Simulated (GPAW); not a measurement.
# Te2Mo (P6_3/mmc) in GPAW: further runs

One crystal, Te2Mo, is run at these levels: PBEsol, PBEsol+U; tasks: band structure.

Everything below comes from runs of GPAW 26.7.0. Logs are shortened: lines on timing, memory, paths and dates and some standing lists are left out, and cuts for length are marked. The log counts tension as positive stress, the text compression.

**The experiment to reproduce.**

“Broadband infrared study of pressure-tunable Fano resonance and metallization transition in 2H-MoTe2”, 2022, pmc:9569381 quotes, for a bulk crystal of Te2Mo at 300 K: band gap 0.88 ± 0.05 eV (indirect).

The results are compared with them further down.

## 1. The structure

Symmetry: P6_3/mmc, No. 194, hexagonal system. Conventional cell: a = 3.518 Å, b = 3.518 Å, c = 13.974 Å, α = 90.00°, β = 90.00°, γ = 120.00°. Te (site symmetry 3m) has 3 Mo at 2.72 Å as nearest neighbours. Mo (site symmetry -6m2) has 6 Te at 2.72 Å as nearest neighbours.

## 2. Band structure, PBEsol

File run.py:

```python
from ase import Atoms
from ase.dft.bandgap import bandgap
from ase.io import write
from ase.units import GPa
from gpaw import GPAW, PW, setup_paths

setup_paths.insert(0, '.')

atoms = Atoms(['Te', 'Te', 'Te', 'Te', 'Mo', 'Mo'],
              cell=[[3.5182, 0.0, 0.0],
                    [-1.7591, 3.0468505756, 0.0],
                    [0.0, 0.0, 13.9736]],
              scaled_positions=[[0.6666666667, 0.3333333333, 0.379],
                                [0.3333333333, 0.6666666667, 0.879],
                                [0.6666666667, 0.3333333333, 0.121],
                                [0.3333333333, 0.6666666667, 0.621],
                                [0.6666666667, 0.3333333333, 0.75],
                                [0.3333333333, 0.6666666667, 0.25]],
              pbc=True)

calc = GPAW(mode=PW(600),
            xc='PBEsol',
            kpts={'size': (6, 6, 2), 'gamma': True},
            occupations={'name': 'fermi-dirac', 'width': 0.05},
            nbands=46,
            convergence={'density': 1e-05, 'energy': 1e-05},
            maxiter=150,
            txt='gpaw.txt')
atoms.calc = calc
energy = atoms.get_potential_energy()
forces = atoms.get_forces()
stress = atoms.get_stress()
calc.write('gs.gpw')
write('result.traj', atoms)
print(f'Energy: {energy:.6f} eV')
print('Forces (eV/A):')
print(forces.round(4))
print('Stress (GPa):', (stress / GPa).round(3))
print('Fermi level:', round(calc.get_fermi_level(), 4), 'eV')
print(f'Gap: {bandgap(calc)[0]:.4f} eV, direct: {bandgap(calc, direct=True)[0]:.4f} eV')

path = atoms.cell.bandpath('GMKGALHA,LM,KH', npoints=60, eps=1e-4)
bs_calc = calc.fixed_density(kpts=path, symmetry='off', nbands=73,
                             convergence={'bands': 'CBM+6.0', 'eigenstates': 1e-6}, txt='bands.txt')
bs = bs_calc.band_structure()
bs.write('bs.json')
print(f'Gap on the path: {bandgap(bs_calc)[0]:.4f} eV')
```

Potentials or basis: PAW data sets generated in the run's folder for this functional, pw.

Started as:

```bash
$ gpaw-setup -f PBEsol Mo Te
$ OMP_NUM_THREADS=1 python run.py
```

gpaw.txt:

```text
__  _  _
 | _ |_)|_||  |
 |__||  | ||/\| - 26.7.0

Input parameters:
  mode=PW(ecut=600.0),
  convergence={'density': 1e-05, 'energy': 1e-05},
  kpts=MonkhorstPack(size=(6, 6, 2), gamma=True),
  maxiter=150,
  nbands=46,
  occupations=Occupations(name='fermi-dirac', width=0.05),
  xc=XC(name='PBEsol')

Diagonalizing LCAO Hamiltonian
Converting LCAO to pw mode

        Te

           Mo

        Te

           Te

        Mo

           Te

Atoms  # Å, Bohr magnetons
|   | symbol |         x |        y |         z |    initial magnetic moments |
|---|--------|-----------|----------|-----------|-----------------------------|
| 0 |     Te |  1.759100 | 1.015617 |  5.295994 | ( 0.0000,  0.0000,  0.0000) |
| 1 |     Te | -0.000000 | 2.031234 | 12.282794 | ( 0.0000,  0.0000,  0.0000) |
| 2 |     Te |  1.759100 | 1.015617 |  1.690806 | ( 0.0000,  0.0000,  0.0000) |
| 3 |     Te | -0.000000 | 2.031234 |  8.677606 | ( 0.0000,  0.0000,  0.0000) |
| 4 |     Mo |  1.759100 | 1.015617 | 10.480200 | ( 0.0000,  0.0000,  0.0000) |
| 5 |     Mo | -0.000000 | 2.031234 |  3.493400 | ( 0.0000,  0.0000,  0.0000) |

Unit cell  # Å
| periodic |         x |        y |         z |   lengths |     angles |
|----------|-----------|----------|-----------|-----------|------------|
|      yes |  3.518200 | 0.000000 |  0.000000 |  3.518200 |  90.000000 |
|      yes | -1.759100 | 3.046851 |  0.000000 |  3.518200 |  90.000000 |
|      yes |  0.000000 | 0.000000 | 13.973600 | 13.973600 | 120.000000 |

Number of symmetries: 12
Symmetry operations  # r_c * U_cc + t_c -> r_c
|    | kind |            matrix            |
|----|------|------------------------------|
|  0 |  σ   |  1, 1, 0,  0,-1, 0,  0, 0, 1 |
|  1 |  S6  |  1, 1, 0, -1, 0, 0,  0, 0,-1 |
|  2 |  E   |  1, 0, 0,  0, 1, 0,  0, 0, 1 |
|  3 |  C2  |  1, 0, 0, -1,-1, 0,  0, 0,-1 |
|  4 |  C2  |  0, 1, 0,  1, 0, 0,  0, 0,-1 |
|  5 |  C3  |  0, 1, 0, -1,-1, 0,  0, 0, 1 |
|  6 |  S6  |  0,-1, 0,  1, 1, 0,  0, 0,-1 |
|  7 |  σ   |  0,-1, 0, -1, 0, 0,  0, 0, 1 |
|  8 |  σ   | -1, 0, 0,  1, 1, 0,  0, 0, 1 |
|  9 |  i   | -1, 0, 0,  0,-1, 0,  0, 0,-1 |
| 10 |  C3  | -1,-1, 0,  1, 0, 0,  0, 0, 1 |
| 11 |  C2  | -1,-1, 0,  0, 1, 0,  0, 0,-1 |

BZ-sampling:
  Number of BZ points: 72
  Number of IBZ points: 14

  Monkhorst-Pack size: [6, 6, 2]
  Monkhorst-Pack shift: [0.08333333333333333, 0.08333333333333333, 0.25]

K-points  # in reciprocal-cell coordinates
|     |                                coordinates |     weight |
|-----|--------------------------------------------|------------|
|   0 | (  0.00000000,   0.00000000,   0.00000000) | 0.01388889 |
|   1 | (  0.00000000,   0.00000000,   0.50000000) | 0.01388889 |
|   2 | (  0.16666667,   0.00000000,   0.00000000) | 0.08333333 |
|   3 | (  0.16666667,   0.00000000,   0.50000000) | 0.08333333 |
|   4 | (  0.33333333,  -0.16666667,   0.00000000) | 0.08333333 |
|   5 | (  0.33333333,  -0.16666667,   0.50000000) | 0.08333333 |
|   6 | (  0.33333333,   0.00000000,   0.00000000) | 0.08333333 |
|   7 | (  0.33333333,   0.00000000,   0.50000000) | 0.08333333 |
|   8 | (  0.33333333,   0.33333333,   0.00000000) | 0.02777778 |
|   9 | (  0.33333333,   0.33333333,   0.50000000) | 0.02777778 |
| ... |                                            |            |
|  13 | (  0.50000000,   0.50000000,   0.50000000) | 0.04166667 |

Plane wave coefficients: 5028
Cutoff: 600.0 eV

Spin-components: 1 (collinear spins)
Bands:           46
Projectors:      32
Spin-degeneracy: 2
Datatype:        complex128

Parallelization:
  kpt:    1
  domain: 1
  band:   1

Density:
  Valence electrons: 52.0
  Components: 1
  Grid points: [20 20 80]
  Charge: 0.0  # |e|

Potential:
  Grid points: [20 20 80]

species:
  Te:
    name:    Tellurium
    Z:       52.0
    valence: 6
    core:    46
    charge:  0.0  # [|e|]
    compensation charges:
      type: gauss
      rc: 0.36  # [Å]
      lmax: 2
    cutoffs:
      filter: 2.09  # [Å]
      core: 3.17  # [Å]
    projectors
    | kind |    occ | energy [eV] | rcut [Å] |
    |------|--------|-------------|----------|
    |   5s |  2.000 |     -15.132 |    1.180 |
    |   5p |  4.000 |      -5.970 |    1.196 |
    |    s |        |      12.080 |    1.180 |
    |    p |        |      21.241 |    1.196 |
    |    d |        |       0.000 |    1.238 |

    Using partial waves for Te as LCAO basis

  Mo:
    name:    Molybdenum
    Z:       42.0
    valence: 14
    core:    28
    charge:  0.0  # [|e|]
    compensation charges:
      type: gauss
      rc: 0.38  # [Å]
      lmax: 2
    cutoffs:
      filter: 2.16  # [Å]
      core: 1.42  # [Å]
    projectors
    | kind |    occ | energy [eV] | rcut [Å] |
    |------|--------|-------------|----------|
    |   4s |  2.000 |     -64.262 |    1.238 |
    |   5s |  1.000 |      -4.116 |    1.238 |
    |   4p |  6.000 |     -38.461 |    1.296 |
    |   5p |  0.000 |      -1.012 |    1.296 |
    |   4d |  5.000 |      -3.770 |    1.296 |
    |    d |        |      23.442 |    1.296 |

    Using partial waves for Mo as LCAO basis

Reference energy: -958997.056781  # eV

eigensolver:
  PPCG
  Converge bands: occupied
  niter=2

density mixing:
  MSR1-Mixer
  Pratt-step length: 0.05
  Maximum mixing coefficient: 0.75
  Old densities: 10
  SVD Regularization: 0.005
  Good broyden scale: 1.0
  Trust region scale: 1.0
  Backstep threshold: 4.0
  History deletion threshold: 6.0
  Fourier metric: weight=20.0, sigma=0.015

occupation numbers:
  Fermi-Dirac:
    width: 0.0500  # eV

poisson solver:
  ecut: 4800.0  # eV

xc functional:
  name: PBEsol with 2 nearest neighbor stencil

convergence criteria:
- Maximum integral of absolute [dens]ity change: 1e-05 electrons / valence electron
- Maximum [total energy] change in last 3 cyles: 1e-05 eV / valence electron
- Maximum integral of absolute [eigenst]ate change: 4e-08 eV^2 / valence electron
maximum number of iterations: 150

SCF iterations
|iter     | |      energy | eigst |  dens |
|---------|-|-------------|-------|-------|
|iter:   1| |  -41.750615 | +0.48 |       |
|iter:   2| |  -41.532016 | -1.43 | -1.09 |
|iter:   3| |  -40.766428 | -1.43 | -1.12 |
|iter:   4| |  -40.445481 | -1.74 | -1.36 |
|iter:   5| |  -40.392680 | -2.54 | -1.79 |
|iter:   6| |  -40.404734 | -3.41 | -2.14 |
|iter:   7| |  -40.391640 | -3.94 | -2.29 |
|iter:   8| |  -40.391590 | -5.21 | -2.99 |
|iter:   9| |  -40.391594c| -6.18 | -3.47 |
|iter:  10| |  -40.391594c| -7.47c| -4.26 |
|iter:  11| |  -40.391594c| -8.19c| -5.09c|

Converged in 11 steps
Energy contributions relative to reference atoms: (reference = -958997.056781)

Energy contributions:
  Kinetic:           8.010044
  Coulomb:         -15.796700
  Zero:             -0.237017
  External:          0.000000
  Xc:              -32.367904
  Entropy:          -0.000033
  Spinorbit:         0.000000
  ----------------------------
  Free energy:     -40.391610
  Extrapolated:    -40.391594

dipole moment: (-0.000100, -0.000173, -0.000794)  # |e|*Ang

Fermi level: 8.360
Eigenvalues  # (at kpt = [0.000, 0.000, 0.000])
| band index |      eig [eV] | occ [0-2] |
|------------|---------------|-----------|
|          0 |       -52.779 |     2.000 |
|        ... |               |           |
|         18 |         6.175 |     2.000 |
|         19 |         6.925 |     2.000 |
|         20 |         6.945 |     2.000 |
|         21 |         6.945 |     2.000 |
|         22 |         6.980 |     2.000 |
|         23 |         6.980 |     2.000 |
[... 8 lines left out ...]
|         32 |        11.373 |     0.000 |
|         33 |        11.373 |     0.000 |
|        ... |               |           |
|         45 |        19.017 |     0.000 |

Gap: 0.797 eV
Transition (v -> c):
  (s=0, k=0, n=25, [0.00, 0.00, 0.00]) -> (s=0, k=4, n=26, [0.33, -0.17, 0.00])
Direct/indirect transitions are different
Direct gap: 1.024 eV
Transition at: (s=0, k=8, n=25, [0.33, 0.33, 0.00])

Forces  # eV/Ang
|        x |        y |        z |
|----------|----------|----------|
|  0.00000 |  0.00000 | -0.15925 |  # Te   0
| -0.00000 |  0.00000 | -0.15940 |  # Te   1
|  0.00000 | -0.00000 |  0.15940 |  # Te   2
| -0.00000 |  0.00000 |  0.15925 |  # Te   3
|  0.00000 |  0.00000 |  0.00008 |  # Mo   4
| -0.00000 |  0.00000 | -0.00008 |  # Mo   5

Stress tensor  # eV/Ang^3
|         x |         y |        z |
|-----------|-----------|----------|
|  0.012007 | -0.000000 | 0.000000 |
| -0.000000 |  0.012007 | 0.000000 |
|  0.000000 |  0.000000 | 0.008765 |

# Writing to gs.gpw (mode='')
```

Wall time 2.9 min (1 thread of Intel Xeon Platinum 8488C (Sapphire Rapids), shared host); peak memory 0.73 GiB.

Results:

| Item | Value |
| --- | --- |
| Free energy | -40.3916 eV |
| Pressure | -1.8 GPa |
| Largest force | 0.159 eV/Å |
| Band gap on the k mesh | 0.80 eV, indirect (least direct gap 1.02 eV) |
| Band gap along the path | 0.71 eV, indirect (least direct gap 1.02 eV) |

Forces on the atoms (eV/Å):
```
Te   0.000  0.000 -0.159
Te   0.000  0.000 -0.159
Te   0.000  0.000  0.159
Te   0.000  0.000  0.159
Mo   0.000  0.000  0.000
Mo   0.000  0.000  0.000
```

Stress tensor (GPa, compression positive):
```
-1.92  0.00  0.00
 0.00 -1.92  0.00
 0.00  0.00 -1.40
```

Levels at the corners of the path, in eV from the valence-band top:
| point | band 22 | band 23 | band 24 | band 25 | band 26 | band 27 | band 28 | band 29 | band 30 | band 31 |
| --- | --- | --- | --- | --- | --- | --- | --- | --- | --- | --- |
| Γ | -1.05 | -1.01 | -1.01 | -0.32 | 0.00 | 2.90 | 2.90 | 3.03 | 3.03 | 3.13 |
| M | -1.79 | -1.03 | -0.97 | -0.61 | -0.32 | 1.25 | 1.31 | 1.43 | 1.76 | 2.57 |
| K | -3.11 | -1.81 | -1.81 | -0.32 | -0.08 | 0.94 | 0.94 | 1.13 | 2.16 | 2.29 |
| Γ | -1.05 | -1.01 | -1.01 | -0.32 | 0.00 | 2.90 | 2.90 | 3.03 | 3.03 | 3.13 |
| A | -1.03 | -1.03 | -1.03 | -0.08 | -0.08 | 2.94 | 2.94 | 2.94 | 2.94 | 3.28 |
| L | -1.91 | -0.98 | -0.98 | -0.47 | -0.47 | 1.27 | 1.27 | 1.61 | 1.61 | 3.01 |
| H | -2.74 | -1.97 | -1.97 | -0.23 | -0.23 | 0.95 | 0.95 | 1.60 | 1.60 | 2.36 |
| A | -1.03 | -1.03 | -1.03 | -0.08 | -0.08 | 2.94 | 2.94 | 2.94 | 2.94 | 3.28 |
| L | -1.91 | -0.98 | -0.98 | -0.47 | -0.47 | 1.27 | 1.27 | 1.61 | 1.61 | 3.01 |
| M | -1.79 | -1.03 | -0.97 | -0.61 | -0.32 | 1.25 | 1.31 | 1.43 | 1.76 | 2.57 |
| K | -3.11 | -1.81 | -1.81 | -0.32 | -0.08 | 0.94 | 0.94 | 1.13 | 2.16 | 2.29 |
| H | -2.74 | -1.97 | -1.97 | -0.23 | -0.23 | 0.95 | 0.95 | 1.60 | 1.60 | 2.36 |

Caveat: spin-orbit coupling is left out, which moves the levels of the heavy elements; the mesh misses the band edges, which the band path finds closer together; this functional lacks dispersion, which binds the layers, so the pressure and a relaxed spacing across them are unreliable.

## 3. Band structure, PBEsol+U

Edit run.py of step 2 so:

```diff
@@ -24,2 +24,3 @@
             occupations={'name': 'fermi-dirac', 'width': 0.05},
+            setups={'Mo': ':d,1.0'},
             nbands=46,
```

Potentials or basis: PAW data sets generated in the run's folder for this functional, pw.

Started as:

```bash
$ gpaw-setup -f PBEsol Mo Te
$ OMP_NUM_THREADS=1 python run.py
```

Wall time 3 min (1 thread of Intel Xeon Platinum 8488C (Sapphire Rapids), shared host); peak memory 0.74 GiB.

Results (log left out):

- Free energy: -37.8921 eV
- Pressure: -1.7 GPa
- Largest force: 0.157 eV/Å
- Band gap on the k mesh: 0.79 eV, indirect (least direct gap 1.03 eV)
- Band gap along the path: 0.71 eV, indirect (least direct gap 1.03 eV)

Forces on the atoms (eV/Å):
```
Te   0.000  0.000 -0.156
Te   0.000  0.000 -0.157
Te   0.000  0.000  0.157
Te   0.000  0.000  0.156
Mo   0.000  0.000  0.000
Mo   0.000  0.000  0.000
```

Stress tensor (GPa, compression positive):
```
-1.91  0.00  0.00
 0.00 -1.91  0.00
 0.00  0.00 -1.38
```

Levels at the corners of the path, in eV from the valence-band top:
```
point  band 23  band 24  band 25  band 26  band 27  band 28  band 29  band 30
    Γ    -1.02    -1.02    -0.32     0.00     2.90     2.90     3.03     3.03
    M    -1.03    -0.97    -0.62    -0.33     1.25     1.31     1.43     1.76
    K    -1.81    -1.81    -0.32    -0.08     0.95     0.95     1.13     2.15
    Γ    -1.02    -1.02    -0.32     0.00     2.90     2.90     3.03     3.03
    A    -1.03    -1.03    -0.08    -0.08     2.93     2.93     2.93     2.93
    L    -0.98    -0.98    -0.47    -0.47     1.27     1.27     1.61     1.61
    H    -1.97    -1.97    -0.23    -0.23     0.95     0.95     1.60     1.60
    A    -1.03    -1.03    -0.08    -0.08     2.93     2.93     2.93     2.93
    L    -0.98    -0.98    -0.47    -0.47     1.27     1.27     1.61     1.61
    M    -1.03    -0.97    -0.62    -0.33     1.25     1.31     1.43     1.76
    K    -1.81    -1.81    -0.32    -0.08     0.95     0.95     1.13     2.15
    H    -1.97    -1.97    -0.23    -0.23     0.95     0.95     1.60     1.60
```

Caveat: spin-orbit coupling is left out, which moves the levels of the heavy elements; the mesh misses the band edges, which the band path finds closer together; this functional lacks dispersion, which binds the layers, so the pressure and a relaxed spacing across them are unreliable; the U is typed as a test and isn't derived for this compound.

[end of part 1 of 2]
